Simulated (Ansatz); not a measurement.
## What biaxial strain +3.13 %, plane normal [001], relaxed out of plane does to CoPt

Base system: CoPt (space group P4/mmm, No. 123; a = 2.697 Å, c = 3.722 Å; ferromagnetic; relaxed with 0.1 eV smearing). Axes: x, y, z lie along a, b, c of the conventional cell.

It is then changed as follows: biaxial strain +3.13 %, plane normal [001], relaxed out of plane (Cartesian); in-plane vectors clamped, the third vector and the atoms free.

Calculations: PBE (Ansatz, a quantum-chemistry and plane-wave program, PAW, spin-orbit coupling left out). Settings: 21×21×16 k-points, 0.1 eV Fermi–Dirac smearing.

The volume per atom grows by 0.36 Å³, from 13.54 Å³ to 13.90 Å³ and the space group remains P4/mmm (No. 123). The shortest interatomic distance stays essentially unchanged (2.665 Å against 2.664 Å) and the pressure (mean of the normal stresses, compression positive) goes from zero to -5.4 GPa. The band gap is still zero and the magnetic state stays ferromagnetic. The largest site moment grows by 0.052 μB to 2.00 μB and the out-of-plane strain amounts to -3.47 %. The ratio −ε⊥/ε∥ amounts to 1.11 and the mean in-plane stress (compression positive) amounts to -8.1 GPa.

Final structure (turned so that z lies along the plane normal):

```xyz
2
Lattice="2.7815 0.0000 0.0000 0.0000 2.7815 0.0000 0.0000 0.0000 3.5930" Properties=species:S:1:pos:R:3 pbc="T T T"
Co     1.3907     1.3907     1.7965
Pt     0.0000     0.0000     0.0000
```

Cost of the whole job for the changed cell (relaxation, final SCF and bands): roughly 6 core-minutes.

Other magnetic orders, which the real material may have, were not ruled out. Stability against distortions was not tested.
